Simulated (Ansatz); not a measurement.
MgF$_{2}$: quadrupole couplings from first principles

```xyz
6
Lattice="4.6213 0.0000 0.0000 0.0000 4.6213 0.0000 0.0000 0.0000 3.0159" Properties=species:S:1:pos:R:3 pbc="T T T"
Mg    0.0000    0.0000    0.0000
Mg    2.3106    2.3106    1.5079
F     1.3993    1.3993    0.0000
F     0.9113    3.7100    1.5079
F     3.2220    3.2220    0.0000
F     3.7100    0.9113    1.5079
```

Atoms are numbered in the order listed.

The geometry is COD entry 9007534, unchecked; take it as a test cell.

All numbers are computed: DFT, LDA, all-electron PAW with datasets made for the crystal, scalar-relativistic (Ansatz 0.2.0); DFT, LDA, PAW with Ansatz's default frozen-core files, scalar-relativistic (Ansatz 0.2.0).

For the crystal-made all-electron datasets (AE datasets): a Γ-centred 5×5×7 k mesh, Fermi–Dirac smearing of 0.02 eV, cutoff 400 eV (chosen by the program for this cell), no spin polarisation. PAW takes a cutoff of 420 eV at this cell (files made with PBE, cores remade for this functional). The Ansatz runs share mesh, smearing and spin set-up.

Vzz is the principal value of largest size of the traceless field-gradient tensor, in 10²¹ V/m², and η = (Vxx − Vyy)/Vzz with |Vzz| ≥ |Vyy| ≥ |Vxx|.

```json
{"site": "Mg1", "site symmetry": "m.mm", "Vzz (η), AE datasets": "0.57 (η = 0.52)", "Vzz (η), PAW": "0.54 (η = 0.49)"}
{"site": "F3", "site symmetry": "m.2m", "Vzz (η), AE datasets": "-4.88 (η = 0.38)", "Vzz (η), PAW": "-4.93 (η = 0.38)"}
```

The Cartesian tensor at F3 from AE datasets, in 10²¹ V/m²:

```
-0.75  4.12  0.00
 4.12 -0.75  0.00
 0.00  0.00  1.51
```

**Question.** Along which direction does its largest principal axis point?

**Answer.** (-0.71, 0.71, 0.00) in the Cartesian frame of the cell.

**Question.** Taking Q(Mg-25) = 0.199 b, what quadrupole coupling constant follows at Mg1 from AE datasets?

**Answer.** Cq = eQVzz/h = 24.180 MHz × 0.199 × (0.57) = 2.74 MHz.
